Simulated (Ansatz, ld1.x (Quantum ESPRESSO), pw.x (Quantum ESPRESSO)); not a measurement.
# Which Si potential is closest to all-electron in the fcc crystal?

All use PBE, scalar-relativistic, no spin, cutoffs from each file’s atomic test, pw.x 7.5; 15³ k-points, Fermi–Dirac smearing 0.01 Ry. Δ is the rms difference from all-electron LAPW of the E(V) curves that follow from fits to the pressures, over ±6 % in volume. Mesh and smearing are coarse and serve the comparison alone. The files are a selection: those with a ghost or negative overlap were mostly not run, and those with noisy or unconverged pressures or nearly equal Δ are left out.

All-electron: a0 = 3.869 Å (V0 = 14.48 Å³/atom), B0 = 82.7 GPa.

Task: Rank them by Δ, smallest first.
A. norm-conserving Troullier–Martins (Kleinman–Bylander form), ld1.x (Quantum ESPRESSO) 7.5, PBE; core [Ne], reference 3s2 3p2; waves: 3s (bound): rc 1.80 bohr; 3p (bound): rc 1.90 bohr; 3d channel at 0.2 Ry: rc 1.50 bohr; local part: the d channel; core correction: a·sin(br)/r model core inside 1.55 bohr.
B. ultrasoft, ld1.x (Quantum ESPRESSO) 7.5, PBE; core [Ne], reference 3s2 3p2; waves: 3s (bound): rcut 1.15, rcutus 1.50 bohr; 3s channel at 0.7 Ry: rcut 1.15, rcutus 1.50 bohr; 3p (bound): rcut 1.95, rcutus 2.40 bohr; 3p channel at 0.3 Ry: rcut 1.95, rcutus 2.40 bohr; 3d channel at 0.4 Ry: rcut 1.45, rcutus 1.90 bohr; 3d channel at 1.6 Ry: rcut 1.45, rcutus 1.90 bohr; local part: all-electron potential smoothed inside 2.05 bohr (lloc = -1); core correction: Bessel-smoothed model core inside 1.15 bohr; augmentation: PSQ, inside the norm-conserving radii.
C. norm-conserving Troullier–Martins (Kleinman–Bylander form), ld1.x (Quantum ESPRESSO) 7.5, PBE; core [Ne], reference 3s2 3p2; waves: 3p (bound): rc 1.90 bohr; 3d channel at 0.2 Ry: rc 1.70 bohr; 3s (bound): rc 2.00 bohr; local part: the s channel; core correction: Bessel-smoothed model core inside 1.70 bohr.

Result: B (0.5 meV/atom), C (2.0 meV/atom), A (2.7 meV/atom).
